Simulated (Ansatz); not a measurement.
A run of Ansatz 0.2.0 is set up as follows.

The input input.yaml:

```yaml
crystal:
  lattice:
    - [-1.582345, 1.582345, 1.582345]
    - [1.582345, -1.582345, 1.582345]
    - [1.582345, 1.582345, -1.582345]
  atoms:
    - { symbol: W, position: [0.0, 0.0, 0.0] }
hamiltonian:
  xc: pbe
  pseudopotentials: { kind: paw }
kpoints:
  mp_grid: { grid: [12, 12, 12] }
scf:
  occupations: { method: fermi_dirac, width: 0.05 }
output:
  forces: true
  stress: true
  eigenvalues: true
relax:
  f_tol: 0.01
  max_steps: 40
  cell: { stress_tol: 0.05 }
```

Potentials or basis: Ansatz PAW.

The run is started by

```sh
$ ansatz run input.yaml --threads 2 --pin off --max-ram 5632MiB --backend cpu --events-out ev --progress --plain --runs-dir out
```

Question: Predict the relaxed volume.

Answer: 16.15 Å³/atom.

Question: What does it give for the band gap on the k mesh?

Answer: None (metal or under the smearing width).

Question: Estimate the space group after relaxing (to 0.05 Å).

Answer: Im-3m (No. 229).

Question: Predict the relaxed cell.

Answer: a = 2.758 Å, b = 2.758 Å, c = 2.758 Å, α = 109.47°, β = 109.47°, γ = 109.47°.

Final structure:
```
W
1.0
    -1.59224    1.59224    1.59224
     1.59224   -1.59224    1.59224
     1.59224    1.59224   -1.59224
W
1
Cartesian
  0.0000 0.0000 0.0000
```

 Zero-point motion and thermal expansion aren't in these numbers.
